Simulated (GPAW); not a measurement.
The system is EuO.

```xyz
2
Lattice="3.6373 0.0000 0.0000 1.8186 3.1500 0.0000 1.8186 1.0500 2.9698" Properties=species:S:1:pos:R:3 pbc="T T T"
Eu    0.0000    0.0000    0.0000
O     3.6373    2.1000    1.4849
```

Base run:

* Program: GPAW 26.7.0
* Functional: PBE
* Potentials or basis: GPAW PAW data sets (gpaw-data 1.2.1)
* Cutoff: 800 eV
* Basis: pw
* k mesh: 6 × 6 × 6
* Occupations: fermi-dirac, width 0.05 eV
* Spin: collinear spin, ferromagnetic start
* Starting moments: [7.0, 0.0] μB
* Hubbard terms: Eu f U = 6 eV

Its results: band gap on the k mesh 0.16 eV, indirect (least direct gap 0.33 eV); pressure 2.3 GPa; net moment 7.00 μB per cell; site moments Eu +6.78; O -0.06 μB.

The run is repeated on the same cell with these changes: k mesh from 6 × 6 × 6 to 9 × 9 × 9; hubbard terms from Eu f U = 6 eV to none. What comes out?

Band gap on the k mesh none (metal or under the smearing width); pressure -3.8 GPa; net moment 6.98 μB per cell; site moments Eu +6.59; O -0.07 μB.

Several settings changed at once, so the effect can't be laid on one alone.

Caveats: one-centre terms of the f shell are cut off; spin-orbit coupling is left out, which moves the levels of the heavy elements; a cell with one magnetic atom can't hold antiferromagnetic order, which such compounds often take; without U or exact exchange the open f shell lies at the Fermi level, which spoils levels, moments and volumes (some runs).
